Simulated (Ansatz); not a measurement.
Set up this calculation in Ansatz 0.2.0, as the native input.

* Task: single point
* Functional: PBEsol0
* Potentials or basis: Ansatz PAW
* Cutoff: 420 eV (not typed: the program's choice for these potentials)
* k mesh: 5 × 5 × 5
* Occupations: fermi-dirac, width 0.05 eV
* Spin: collinear spin, ferromagnetic start
* Starting moments: [2.0, 0.0] μB

CoO:

```
CELL_PARAMETERS angstrom
2.57053 0.00000 0.00000
0.00000 2.57053 0.00000
0.00000 0.00000 2.57053
ATOMIC_POSITIONS crystal
Co 0.00000 0.00000 0.00000
O 0.50000 0.50000 0.50000
```

Measurements of this composition are mostly on another form, of space group No. 225.

The input as run:

input

```
crystal:
  lattice:
    - [2.57052631, 0.0, 0.0]
    - [0.0, 2.57052631, 0.0]
    - [0.0, 0.0, 2.57052631]
  atoms:
    - { symbol: Co, position: [0.0, 0.0, 0.0], spin: 2.0 }
    - { symbol: O, position: [0.5, 0.5, 0.5] }
hamiltonian:
  xc: { exchange: pbesol, correlation: pbesol, exx: { coeff: 0.25 } }
  pseudopotentials: { kind: paw }
magnetization:
  spin_polarized: true
kpoints:
  mp_grid: { grid: [5, 5, 5] }
scf:
  occupations: { method: fermi_dirac, width: 0.05 }
output:
  forces: true
  stress: true
  eigenvalues: true
```

Results of the run:

The pressure is 5.1 GPa and the band gap on the k mesh is 4.04 eV, indirect (least direct gap 4.42 eV). The net moment is 3.00 μB per cell. The absolute moment is 3.03 μB per cell. The site moments are Co +2.63; O +0.30 μB.

Caveat: the k mesh is coarse (spacing up to 0.49 Å⁻¹), so the values aren't converged, least of all with exact exchange; the magnetic or orbital state may not be the lowest; odd divisions of the mesh miss points on the zone boundary, where band edges often lie, so the gap on the mesh can be too wide; the pressure holds a Pulay correction of +0.8 GPa for the finite cutoff; a cell with one magnetic atom can't hold antiferromagnetic order, which such compounds often take; the PAW data sets come from PBE, with cores solved anew for the run's functional, which leaves a small shift of forces and pressure; the thresholds are loose for stress.

Run time: 47 s on 1 × NVIDIA H100 80GB HBM3 with 2 threads of AMD EPYC 7R13 Processor (Zen 3) (shared host), peak memory 1.4 GiB.
